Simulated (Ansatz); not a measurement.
Ti:

```xyz
1
Lattice="-1.6410 1.6410 1.6410 1.6410 -1.6410 1.6410 1.6410 1.6410 -1.6410" Properties=species:S:1:pos:R:3 pbc="T T T"
Ti    0.0000    0.0000    0.0000
```

This isn't the form of Ti at room conditions, which is hcp.

- Program: Ansatz 0.2.0
- Task: relaxation of cell and atoms
- Functional: RPBE
- Dispersion: D4
- Potentials or basis: all-electron LAPW, scalar-relativistic
- Basis error allowed: 0.001 eV/atom
- k mesh: 11 × 11 × 11
- Occupations: fermi-dirac, width 0.05 eV
- Spin: no spin polarisation

At the start: volume 17.68 Å³/atom.

Question: Where does the relaxation end?

Answer: Over 5 steps the energy falls by 3.5 meV/atom and the volume is 17.23 Å³/atom (-2.5 %); space group Im-3m (No. 229, to 0.05 Å).

The path:
```csv
step,energy change (eV),largest force (eV/Å),volume (Å³)
1,0.0000,0.0000,17.68
2,-0.0011,0.0000,16.88
3,-0.0035,0.0000,17.24
4,-0.0035,0.0000,17.23
5,-0.0035,0.0000,17.23
```

Final structure:
```xyz
1
Lattice="-1.6272 1.6272 1.6272 1.6272 -1.6272 1.6272 1.6272 1.6272 -1.6272" Properties=species:S:1:pos:R:3 pbc="T T T"
Ti    0.0000    0.0000    0.0000
```
